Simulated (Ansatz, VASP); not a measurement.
Ta in VASP and in Ansatz

The input INCAR:

```
SYSTEM = Ta
ALGO = Normal
EDIFF = 1E-6
EDIFFG = -0.001
ENCUT = 600
GGA = PS
IBRION = 2
ISIF = 3
ISMEAR = -1
LASPH = .TRUE.
LCHARG = .FALSE.
LREAL = .FALSE.
LWAVE = .FALSE.
NELM = 80
NSW = 80
PREC = Accurate
SIGMA = 0.15
```

Contents of KPOINTS:

```
k-points
0
G
  18 18 18
  0 0 0
```

The input POSCAR:

```
Ta
1.0
   -1.6402040214      1.6402040214      1.6402040214
    1.6402040214     -1.6402040214      1.6402040214
    1.6402040214      1.6402040214     -1.6402040214
Ta
1
Direct
    0.0000000000      0.0000000000      0.0000000000
```

Input for Ansatz:

```yaml
crystal:
  lattice:
    - [-1.6402040214, 1.6402040214, 1.6402040214]
    - [1.6402040214, -1.6402040214, 1.6402040214]
    - [1.6402040214, 1.6402040214, -1.6402040214]
  atoms:
    - { symbol: Ta, position: [0.0, 0.0, 0.0] }
basis:
  ecutwfc: 420
kpoints:
  mp_grid: { grid: [18, 18, 18] }
hamiltonian:
  xc: pbesol
  pseudopotentials: { kind: paw, azcp: { folder: soft_1 } }
scf:
  occupations: { method: fermi_dirac, width: 0.15 }
output:
  forces: true
  stress: true
  eigenvalues: true
relax:
  adjacent_minimum: "off"
  f_tol: 0.001
  max_steps: 60
  cell: { stress_tol: 0.01 }
```

Alike in both runs: task relaxation of cell and atoms; functional PBEsol; k mesh 18 × 18 × 18; occupations fermi-dirac, width 0.15 eV; no spin polarisation.

```csv
,VASP,Ansatz
version,VASP 6.6.1,Ansatz 0.2.0
potentials or method,"VASP PAW PBE potentials, release 64 (Ta_pv)","scalar-relativistic, plane waves, PAW"
plane-wave cutoff (eV),600,420
valence electrons in the cell,11,13
```

Ansatz gave:

- gap on the k mesh at the Fermi level, each at its own relaxed structure (eV): none
- relaxed volume (Å³/atom): 17.70
- relaxed cell length with the largest relative difference (Å): 2.844

Question: Estimate VASP's values.

Answer: gap on the k mesh at the Fermi level, each at its own relaxed structure (eV): none; relaxed volume (Å³/atom): 17.72; relaxed cell length with the largest relative difference (Å): 2.844.

A gap of «none» marks a metal or a gap that the smearing closes. The two sets of potentials don't hold the same shells in valence. Ansatz warned: «pseudo_functional_mismatch».

Caveats: the PAW data sets were made with another functional, which shifts forces and pressure a little (VASP). The runs have no spin-orbit coupling, so splittings on Ta are missing.
